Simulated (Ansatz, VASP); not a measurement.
**Two plane-wave programs on La**

```
La
1.0
     0.00000    3.12257    3.12257
     3.12257    0.00000    3.12257
     3.12257    3.12257    0.00000
La
2
Direct
  0.12500 0.12500 0.12500
  0.87500 0.87500 0.87500
```

Alike in both runs: task single point; functional LDA; k mesh 10 × 10 × 10; occupations fermi-dirac, width 0.1 eV; no spin polarisation.

```csv
,VASP,Ansatz
version,VASP 6.6.1,Ansatz 0.2.0
potentials or method,"VASP PAW LDA potentials, release 64 (La)","plane waves (420 eV) with PAW, scalar-relativistic"
plane-wave cutoff (eV),520,420
valence electrons in the cell,22,22
```

|  | VASP | Ansatz | Ansatz less VASP |
| --- | --- | --- | --- |
| pressure (GPa) | 10.6 | 10.6 | +0.06 |

Ansatz warned: «pseudo_functional_mismatch».

The runs have no spin-orbit coupling, so splittings on La are missing.
